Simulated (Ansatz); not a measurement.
The structure comes from a relaxation in the same program, started in the fluorite type, and has space group Fm-3m. Whether it is a known phase or the ground state wasn't checked.

SnO2: DFT, PBE, all-electron LAPW, scalar-relativistic (Ansatz 0.2.0).

```yaml
crystal:
  lattice:
    - [0.0, 2.5717083117, 2.5717083117]
    - [2.5717083117, 0.0, 2.5717083117]
    - [2.5717083117, 2.5717083117, 0.0]
  atoms:
    - { symbol: Sn, position: [0.0, 0.0, 0.0] }
    - { symbol: O, position: [0.25, 0.25, 0.25] }
    - { symbol: O, position: [0.75, 0.75, 0.75] }
kpoints:
  mp_grid: { grid: [11, 11, 11] }
  band_path:
    path:
      - [0.0, 0.0, 0.0]
      - [0.5, 0.0, 0.5]
      - [0.625, 0.25, 0.625]
      - [0.375, 0.375, 0.75]
      - [0.0, 0.0, 0.0]
      - [0.5, 0.5, 0.5]
      - [0.5, 0.25, 0.75]
      - [0.5, 0.0, 0.5]
    npoints: 8
scf:
  occupations: { method: fermi_dirac, width: 0.05 }
hamiltonian:
  xc: pbe
  pseudopotentials: { kind: all_electron, lapw: { basis_error: 0.001 } }
output:
  forces: true
  stress: true
  eigenvalues: true
  populations: true
  dos: { projected: true, de: 0.2, e_range: [-14, 8] }
```

Output:

```
Sn: projections on atomic orbitals take those of the free atom 1s2 2s2 2p6 3s2 3p6 3d10 4s2 4p6 4d10 5s2 5p2, of charge +0.00 (hamiltonian.pseudopotentials.projection_atoms)
O: projections on atomic orbitals take those of the free atom 1s2 2s2 2p4, of charge +0.00 (hamiltonian.pseudopotentials.projection_atoms)
LAPW: plane waves up to 9.508 Å⁻¹, error target 1.0e-3 eV per atom; small_component_spin mean_spin; O in spheres of 0.988 Å, 8 of its electrons in bands, Dirac shells []; Sn in spheres of 1.239 Å, 22 of its electrons in bands, Dirac shells []
Engine: ansatz 0.2.0
Pseudopotentials: kind: all_electron
Pseudopotential: Sn, LAPW, valence charge 22, Koelling and Harmon's equation, gaussian nucleus
Pseudopotential: O, LAPW, valence charge 8, Koelling and Harmon's equation, gaussian nucleus
Functional definition: PBE
  parameter kappa = 0.804
  parameter beta = 0.06672455060314922
  exchange = pbe_x(kappa = kappa, mu = beta*pi^2/3)
  correlation = pbe_c(beta = beta)
Crystal: 3 atoms, lattice volume = 34.017 Å³
Basis set: ecut = 344.4285587350907 eV, 531 PW (Γ), exchange–correlation at level 2
Bands: 23, of which v1, the nominal top of the filled ones, is band 19 counted from 1 (18 counted from 0)
Symmetry: 48 space group operations
Space group: Fm-3m (ITA 225), of the structure as read, at distance tolerance 3.2e-5 Å
k-points: 56 of 1331
Non-local potential: Sn, projectors of the file, none
Non-local potential: O, projectors of the file, none
Initial density: superposition of atomic densities (chi_scale 0.1, normalization cell, long waves kept (reshape's long-wave potential 0.00 eV rms))
Initial wavefunctions: plane waves of lowest kinetic energy (no species holds an atomic orbital)
Functional: x = pbe(κ = 0.804, μ = 0.2195149727645171), c = pbe(β = 0.06672455060314922)
iter 1 solved again at ethr=1.48e-2 eV; its pass at ethr=1.00e-1 eV (dr2=5.61e0 eV) is discarded
SCF iter   1: F=—  HF=-172188.493588 eV  |F-HF|=—  |Δ(HF+E_count)|=         —  Δρ=1.18e-1  dr2=5.61e0  ethr=1.48e-2  ⟨swp⟩=2.0  Hψ=8462  notcnv=0
preconditioner: auto → none  [insulator: Δε(μ)=2.319 eV  Ē_g=19.648 eV  σ=0.050 eV  W_gap=1.00  n_scr=14 (ndim 8)  ℏωp=32.5 eV  f_vac=0.018  D(μ)=0.00/eV (n_scr^D=0)  ε∞_Penn≈3.7]
iter 2 solved again at ethr=9.47e-4 eV; its pass at ethr=1.48e-2 eV (dr2=3.60e-1 eV) is discarded
SCF iter   2: F=—  HF=-172186.120522 eV  |F-HF|=—  |Δ(HF+E_count)|=    2.37e0  Δρ=3.47e-2  dr2=3.61e-1  ethr=9.47e-4  ⟨swp⟩=2.0  Hψ=6886  notcnv=0
SCF iter   3: F=—  HF=-172185.356420 eV  |F-HF|=—  |Δ(HF+E_count)|=   7.64e-1  Δρ=1.55e-2  dr2=9.07e-2  ethr=9.47e-4  ⟨swp⟩=3.0  Hψ=4345  notcnv=0
SCF iter   4: F=—  HF=-172185.348848 eV  |F-HF|=—  |Δ(HF+E_count)|=         —  Δρ=1.26e-3  dr2=7.76e-4  ethr=2.39e-4  ⟨swp⟩=2.0  Hψ=3920  notcnv=0
the basis was enlarged: its passes take 236.7 KiB over the memory plan, 1 of 1 planned eigensolver slots
SCF iter   5: F=—  HF=-172185.347081 eV  |F-HF|=—  |Δ(HF+E_count)|=   1.77e-3  Δρ=6.40e-4  dr2=2.04e-4  ethr=2.04e-6  ⟨swp⟩=2.0  Hψ=3699  notcnv=0
SCF iter   6: F=—  HF=-172185.347006 eV  |F-HF|=—  |Δ(HF+E_count)|=   7.43e-5  Δρ=3.65e-4  dr2=5.99e-5  ethr=5.36e-7  ⟨swp⟩=2.9  Hψ=3758  notcnv=0
SCF iter   7: F=—  HF=-172185.346988 eV  |F-HF|=—  |Δ(HF+E_count)|=   1.86e-5  Δρ=1.03e-4  dr2=4.72e-6  ethr=1.58e-7  ⟨swp⟩=2.0  Hψ=3697  notcnv=0
SCF iter   8: F=-172185.346986 eV  HF=-172185.346986 eV  |F-HF|=3.89e-8  |Δ(HF+E_count)|=   1.25e-6  Δρ=1.44e-5  dr2=9.13e-8  ethr=1.24e-8  ⟨swp⟩=2.0  Hψ=3697  notcnv=0
SCF 1 converged in 8 iterations: F = -172185.346986 eV  dr2 = 9.13e-8
NSCF: frozen V_eff on 57 k-points
SCF converged after 8 iterations
Free energy (F): -172185.346986 eV
Harris-Foulkes:  -172185.346986 eV  (|F-HF|=3.89e-8)
Internal energy: -172185.346525 eV  (E = F + TS)
E sigma→0 (E₀):  -172185.346756 eV
Entropy (-TS):   -0.000461 eV (-0.154 meV/atom)
Fermi energy:    13.539252 eV
--- Per-component energies (eV) ---
  E_band       = -2583.171012
  E_kinetic    = 180869.907350
  E_xc         = -4965.604707
  E_electrostatic = -348089.649168  (all electrons and nuclei)
  E_smearing   = -0.000461  (= −TS)
  E_closure    = 0.000000  (closes the sum)
  E_atoms      = -172167.417352  (free atoms, spherical and without spin; not in F)
  Σ components = -172185.346986   (vs F -172185.346986, Δ=0.00e0)
  Basis errors (estimates in eV, not in F): energy 4.0e-4 per atom: plane waves 3.6e-4 (2.1e-4 summed), levels above the bands 1.0e-95, relativity 6.6e-8, radial functions 3.5e-5, core shells 1.6e-6; eigenvalues (radial functions only) 2.8e-6; not estimated: angular momenta, meshes, grids; target (lapw.basis_error) 1.0e-3; muffin-tin radii O 0.988 Å, Sn 1.239 Å
--- Forces (eV/Å), atoms counted from 1 ---
  atom   1  Sn    -0.00000000     0.00000000     0.00000000
  atom   2  O      0.00000000    -0.00000000    -0.00000000
  atom   3  O      0.00000000    -0.00000000     0.00000000
  max |Σ_I F_I| component: 6.94e-18 eV/Å
--- Stress (GPa, compression-positive) ---
       -0.068498      -0.000000       0.000000
       -0.000000      -0.068498      -0.000000
        0.000000      -0.000000      -0.068498
  P = ⅓ Tr σ = -0.0685 GPa (-0.685 kbar)
--- Band table (eV; the first three rows and the last of 56) ---
  k-point 0: bands = ["-491.0872", "-491.0872", "-115.0513", "-70.8524", "-70.8524", "-70.8524", "-7.2084", "-7.2084", "-7.2084", "-7.0844", "-7.0844", "-5.9403", "-2.3244", "10.5815", "10.5815", "10.5815", "12.0635", "12.0635", "12.0635", "13.2268", "20.3709", "20.3709", "20.3709"]
  k-point 1: bands = ["-491.0872", "-491.0872", "-115.0513", "-70.8525", "-70.8524", "-70.8524", "-7.2364", "-7.2026", "-7.2026", "-7.0847", "-7.0847", "-5.8601", "-2.3217", "10.2902", "10.5404", "10.5404", "11.3569", "12.0069", "12.0069", "14.1598", "20.2824", "20.5689", "20.5689"]
  k-point 2: bands = ["-491.0872", "-491.0872", "-115.0513", "-70.8527", "-70.8525", "-70.8525", "-7.3184", "-7.1889", "-7.1889", "-7.0834", "-7.0834", "-5.6097", "-2.3486", "9.4467", "10.4360", "10.4360", "10.7268", "11.8556", "11.8556", "15.4633", "20.2208", "21.1237", "21.1237"]
  k-point 55: bands = ["-491.0872", "-491.0872", "-115.0513", "-70.8531", "-70.8530", "-70.8528", "-7.4776", "-7.3962", "-7.1203", "-7.0692", "-7.0688", "-3.4115", "-3.1959", "5.5356", "7.6841", "9.9825", "10.7088", "13.0529", "13.3166", "17.5235", "22.4599", "22.4738", "23.2289"]
--- Löwdin populations: 3 sites ---
  site symbol       q [e]
     0     Sn     48.4264
     1      O      8.7338
     2      O      8.7338
  spilling = 0.001608 (of n_electrons = 66.000000)
```

populations.tsv:

```
# site	symbol	l	j	q
# orbitals = lowdin
# n_electrons = 66.000000
# spilling = 0.001608
# projection_atom_Sn: 1s2 2s2 2p6 3s2 3p6 3d10 4s2 4p6 4d10 5s2 5p2
# projection_atom_O: 1s2 2s2 2p4
0	Sn	0_1S	-	1.999999
0	Sn	0_2S	-	1.999958
0	Sn	0_3S	-	1.999357
0	Sn	0_4S	-	1.990626
0	Sn	0_5S	-	0.933569
0	Sn	1_2P	-	6.000000
0	Sn	1_3P	-	5.999958
0	Sn	1_4P	-	5.994468
0	Sn	1_5P	-	1.511928
0	Sn	2_3D	-	10.000000
0	Sn	2_4D	-	9.996497
1	O	0_1S	-	1.998391
1	O	0_2S	-	1.776608
1	O	1_2P	-	4.958774
2	O	0_1S	-	1.998391
2	O	0_2S	-	1.776608
2	O	1_2P	-	4.958774
```
